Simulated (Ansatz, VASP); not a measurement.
Eu: VASP beside Ansatz

INCAR

```
SYSTEM = Eu
PREC = Accurate ; ENCUT = 520
EDIFF = 1E-6 ; ISMEAR = -1
SIGMA = 0.0142 ; LREAL = .False.
LASPH = .True. ; NELM = 150
ALGO = Normal ; ISIF = 2
LWAVE = .False. ; LCHARG = .False.
ISPIN = 2 ; MAGMOM = 7.74 7.74
LORBIT = 11 ; LMAXMIX = 6
GGA = PE ; NBANDS = 28
```

KPOINTS

```
Automatic mesh
0
Gamma
  7 4 7
  0 0 0
```

File POSCAR:

```
Eu
1.0
    0.0000000000      0.0000000000     -4.5049408000
    4.5049408000     -4.5049408000      0.0000000000
   -2.2524704000     -2.2524704000      2.2524704000
Eu
2
Direct
    0.0000000000      0.0000000000      0.0000000000
    0.5000000000      0.5000000000      0.0000000000
```

Input for Ansatz:

```yaml
crystal:
  lattice:
    - [0.0, 0.0, 4.5049408]
    - [-4.5049408, 4.5049408, 0.0]
    - [2.2524704, 2.2524704, -2.2524704]
  atoms:
    - { symbol: Eu, position: [0.0, 0.0, 0.0] }
    - { symbol: Eu, position: [0.5, 0.5, 0.0] }
kpoints:
  mp_grid: { grid: [7, 4, 7], shift: [0, 0, 0] }
  band_path:
    path:
      - [0.0, 0.0, 0.0]
      - [0.0, 1.0, 0.5]
      - [0.0, 0.0, 0.5]
      - [0.0, 0.0, 0.0]
      - [0.5, 0.0, 0.25]
      - [0.0, 1.0, 0.5]
      - [0.5, 0.0, 0.25]
      - [0.0, 0.0, 0.5]
    npoints: 20
magnetization:
  spin_polarized: true
scf:
  occupations: { method: fermi_dirac, width: 0.0142 }
  lower_state_search: "off"
  max_iter: 200
hamiltonian:
  pseudopotentials: { kind: paw }
  xc: pbe
basis:
  ecutwfc: 420
  fft_grid_basis: typed
output:
  forces: true
  stress: true
  eigenvalues: true
  bader: true
  populations: true
  elf: true
  write_potential: true
  volumetric_format: npy
  dos:
    e_range: [-12, 8]
    de: 0.05
    projected: { site_lists: { Eu: [Eu] } }
checkpoint:
  read: saved_state
```

Alike in both runs: task single point; functional PBE; k mesh 7 × 4 × 7; occupations fermi-dirac, width 0.0142 eV; collinear spin.

```csv
,VASP,Ansatz
version,VASP 6.6.1,Ansatz 0.2.0
potentials or method,"VASP PAW PBE potentials, release 64 (Eu)",PAW plane waves
plane-wave cutoff (eV),520,420
valence electrons in the cell,34,34
```

Ansatz gave:

* pressure (GPa): -0.9
* largest component of the traceless stress (GPa): 0.06
* net moment per atom (μB): 7.27
* size of the moment on the site where the two differ most (μB): 7.04

Which values does VASP return?

Pressure (GPa): -1.3; largest component of the traceless stress (GPa): 0.04; net moment per atom (μB): 7.26; size of the moment on the site where the two differ most (μB): 6.68.

Site moments also hang on the region over which each program counts them.

Caveats: spin-orbit coupling is left out, which moves the levels of the heavy elements. The state reached can hang on the start; a lower one may exist.
